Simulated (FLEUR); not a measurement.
## Pb: equation of state with r2SCAN

The system is Pb.

```
Pb
1.0
     0.00000    3.43900    3.43900
     3.43900    0.00000    3.43900
     3.43900    3.43900    0.00000
Pb
2
Cartesian
  1.7195 1.7195 1.7195
  0.0000 0.0000 0.0000
```

This isn't the form of Pb at room conditions, which is fcc.

| Property | Result |
| --- | --- |
| Program | FLEUR MaX-R8.1 (later development tree) |
| Task | equation of state |
| Functional | r2SCAN |
| Potentials or basis | all-electron |
| Basis | FLAPW |
| Kmax | 4.1 1/bohr |
| k mesh | 7 × 7 × 7 |
| Occupations | fermi-dirac, width 0.05 eV |
| Spin | no spin polarisation |
| Gmax | 12.7 1/bohr |
| Muffin-tin radii | Pb 2.53 bohr |
| lmax | Pb 10 |
| lnonsphr | Pb 10 |
| Local orbitals a species | Pb 5 |

| Quantity | Value |
| --- | --- |
| Equilibrium volume | 42.21 Å³/atom |
| Bulk modulus | 27 GPa |

Energy against volume, from the lowest point:
```csv
volume (Å³/atom),energy (meV/atom)
38.232,40.91
39.045,24.57
40.672,4.92
42.299,0.00
43.112,1.34
```

Caveat: the meta-GGA is that of a development version, with a GGA for the radial functions and cores and without core tails. Spin-orbit coupling is left out, which matters for the levels of Pb.
